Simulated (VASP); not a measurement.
# Hf: intraband terms of a metal's spectrum

Hf, P6_3/mmc (no. 194), 2 atoms in the cell. PBE, independent-particle dielectric function; PAW potentials Hf_pv (PBE set).

## Input

INCAR.step1:
```
SYSTEM = Hf
EDIFF    = 1E-7           ! SCF threshold, eV
ENCUT    = 260            ! plane-wave cutoff, eV
ISMEAR   = 1              ! smearing method
KPAR     = 4            
LASPH    = .TRUE.         ! aspherical terms in the spheres
LCHARG   = .TRUE.         ! write CHGCAR
LMAXMIX  = 4              ! l up to which the mixer works
LWAVE    = .FALSE.        ! write WAVECAR
PREC     = Accurate       ! precision mode
SIGMA    = 0.1            ! smearing width, eV
```

INCAR.step2:
```
SYSTEM = Hf
CSHIFT   = 0.1          
EDIFF    = 1E-6           ! SCF threshold, eV
ENCUT    = 260            ! plane-wave cutoff, eV
ICHARG   = 11             ! starting density
ISMEAR   = 0              ! smearing method
KPAR     = 4            
LASPH    = .TRUE.         ! aspherical terms in the spheres
LCHARG   = .FALSE.        ! write CHGCAR
LMAXMIX  = 4              ! l up to which the mixer works
LWAVE    = .TRUE.         ! write WAVECAR
NBANDS   = 28             ! bands
NEDOS    = 3000           ! points of the DOS
OMEGAMAX = 30           
PREC     = Accurate       ! precision mode
SIGMA    = 0.3            ! smearing width, eV
```

INCAR.step3, as INCAR.step2 but for:
```
- LWAVE = .TRUE.
+ ALGO = None
+ ISTART = 1
+ LOPTICS = .TRUE.
+ LWAVE = .FALSE.
+ NELM = 1
```

INCAR.step4, as INCAR.step3 but for:
```
+ WPLASMAI = 0.03
```

INCAR.step5 to INCAR.step6 change the same tag again: WPLASMAI = 0.1, 0.3.

INCAR.step7, as INCAR.step6 but for:
```
- WPLASMAI = 0.3
+ RTIME = 20
```

INCAR.step8, as INCAR.step7 but for:
```
- RTIME = 20
+ RTIME = 5
```

INCAR.step9, as INCAR.step8 but for:
```
- RTIME = 5
+ LNABLA = .TRUE.
```

INCAR.step10, as INCAR.step9 but for:
```
- ISMEAR = 0
- LNABLA = .TRUE.
+ ISMEAR = -5
```

KPOINTS.step1:
```
k-points
0
Gamma
  10 10 5
```

KPOINTS.step2:
```
k-points
0
Gamma
  19 19 11
```

POSCAR:
```
Hf
1.0
    3.1967000000      0.0000000000      0.0000000000
   -1.5983500000      2.7684234083      0.0000000000
    0.0000000000      0.0000000000      5.0578000000
Hf
2
Direct
    0.6666666667      0.3333333333      0.7500000000
    0.3333333333      0.6666666667      0.2500000000
```

Commands (each step's output is kept before the next begins):
```
cat potpaw_PBE.64/Hf_pv/POTCAR > POTCAR
cp INCAR.step1 INCAR
cp KPOINTS.step1 KPOINTS
mpirun -np 4 vasp_std > vasp.out
cp INCAR.step2 INCAR
cp KPOINTS.step2 KPOINTS
mpirun -np 4 vasp_std > vasp.out
cp INCAR.step3 INCAR
mpirun -np 4 vasp_std > vasp.out
cp INCAR.step4 INCAR
mpirun -np 4 vasp_std > vasp.out
cp INCAR.step5 INCAR
mpirun -np 4 vasp_std > vasp.out
cp INCAR.step6 INCAR
mpirun -np 4 vasp_std > vasp.out
cp INCAR.step7 INCAR
mpirun -np 4 vasp_std > vasp.out
cp INCAR.step8 INCAR
mpirun -np 4 vasp_std > vasp.out
cp INCAR.step9 INCAR
mpirun -np 4 vasp_std > vasp.out
cp INCAR.step10 INCAR
mpirun -np 4 vasp_std > vasp.out
```

## Result

- Bands: 28

One ground state, settings moved in the last step alone:

| Settings | Plasma frequency (eV) | Im ε at 0.5 eV | Im ε at 1 eV | Im ε at 2 eV | Im ε at 4 eV | Time (s) |
|---|---|---|---|---|---|---|
| interband part alone | 4.20 | 25.9 | 36.2 | 27.7 | 10.0 | 8 |
| Drude term, WPLASMAI 0.03 | 4.20 | 30.1 | 36.8 | 27.8 | 10.0 | 8 |
| Drude term, WPLASMAI 0.1 | 4.20 | 39.5 | 38.0 | 28.0 | 10.0 | 7 |
| Drude term, WPLASMAI 0.3 | 4.20 | 57.0 | 41.1 | 28.4 | 10.1 | 8 |
| relaxation time RTIME 20 fs | 4.20 | 30.5 | 36.8 | 27.8 | 10.0 | 8 |
| relaxation time RTIME 5 fs | 4.20 | 43.3 | 38.5 | 28.0 | 10.0 | 8 |
| transversal form (LNABLA) | 3.96 | 23.5 | 32.8 | 25.4 | 9.3 | 7 |
| tetrahedron method | – | – | – | – | – | no result |

Limits: Spin-orbit coupling is left out, which can matter with atoms this heavy.

VASP 6.6.1 took 72 s on 4 cores (Intel Xeon Platinum 8559C (Emerald Rapids)), a shared host.
